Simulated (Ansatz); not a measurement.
**NbC: equation of state**

An exercise on one series of results from a longer session: the logs are not shown, and one member is left open.

Program: Ansatz 0.2.0. Level of theory: DFT PBE, scalar-relativistic. These are calculated values, not measurements.

**The starting structure**

The structure is cubic, space group Fm-3m (No. 225). The conventional cell has a = 4.400 Å, b = 4.400 Å, c = 4.400 Å, α = 90.00°, β = 90.00°, γ = 90.00°. Nb (site symmetry m-3m) is surrounded by 6 C at 2.20 Å. C (site symmetry m-3m) has 6 Nb at 2.20 Å as nearest neighbours.

Structure file:

```cif
data_structure
_symmetry_space_group_name_H-M 'Fm-3m'
_symmetry_Int_Tables_number 225
_cell_length_a 4.4000
_cell_length_b 4.4000
_cell_length_c 4.4000
_cell_angle_alpha 90.000
_cell_angle_beta 90.000
_cell_angle_gamma 90.000
_cell_volume 85.18
loop_
_atom_site_label
_atom_site_type_symbol
_atom_site_symmetry_multiplicity
_atom_site_Wyckoff_symbol
_atom_site_fract_x
_atom_site_fract_y
_atom_site_fract_z
_atom_site_occupancy
Nb1 Nb 4 a 0.00000 0.00000 0.00000 1
C1 C 4 b 0.50000 0.00000 0.00000 1
```

The file gives the conventional cell by its symmetry; the runs use the cell typed in the input.

The cell comes from a crystallographic database entry that wasn't checked; take it as a given geometry, which may be far from equilibrium.

Atoms are numbered in the order of the input: Nb1, C2.

Set-up of the first run:

Input file input.yaml:

```yaml
crystal:
  lattice:
    - [0.0, 2.1554714795, 2.1554714795]
    - [2.1554714795, 0.0, 2.1554714795]
    - [2.1554714795, 2.1554714795, 0.0]
  atoms:
    - { symbol: Nb, position: [0.0, 0.0, 0.0] }
    - { symbol: C, position: [0.5, 0.5, 0.5] }
kpoints:
  mp_grid: { grid: [14, 14, 14] }
scf:
  occupations: { method: fermi_dirac, width: 0.05 }
hamiltonian:
  xc: pbe
  pseudopotentials: { kind: all_electron, lapw: { basis_error: 0.001 } }
output:
  forces: true
  stress: true
  eigenvalues: true
```

Steps of the session up to this table: Volume × 0.9405, LAPW; Volume × 0.9405, PAW; Volume × 0.9405, crystal datasets; Volume × 0.97, LAPW; Volume × 0.97, PAW; Volume × 1.03, LAPW; Volume × 1.03, PAW; Volume × 1.06, LAPW; Volume × 1.06, PAW; Volume × 1.06, crystal datasets.

One of the session's tables, all rows but one given; the rest of the session is left out.

It belongs to the step «The equation of state». 

| method | volume (Å³/atom) | pressure (GPa) |
| --- | --- | --- |
| LAPW | 10.014 | 45.72 |
| LAPW | 10.329 | 31.72 |
| LAPW | 10.648 | 19.44 |
| LAPW | 10.967 | 8.86 |
| LAPW | 11.287 | -0.26 |
| PAW | 10.014 | 45.76 |
| PAW | 10.329 | ? |
| PAW | 10.648 | 19.48 |
| PAW | 10.967 | 8.89 |
| PAW | 11.287 | -0.24 |
| crystal datasets | 10.014 | 45.72 |
| crystal datasets | 10.648 | 19.44 |
| crystal datasets | 11.287 | -0.26 |

Q: Estimate the row for PAW, 10.329 from the others.

**Answer.** pressure (GPa): 31.76. In the column «pressure (GPa)» it lies between LAPW, 10.329 (31.72) and LAPW, 10.014 (45.72).

To keep in mind: Warnings in the runs' records: gradients without spin orbit, crystal datasets made.
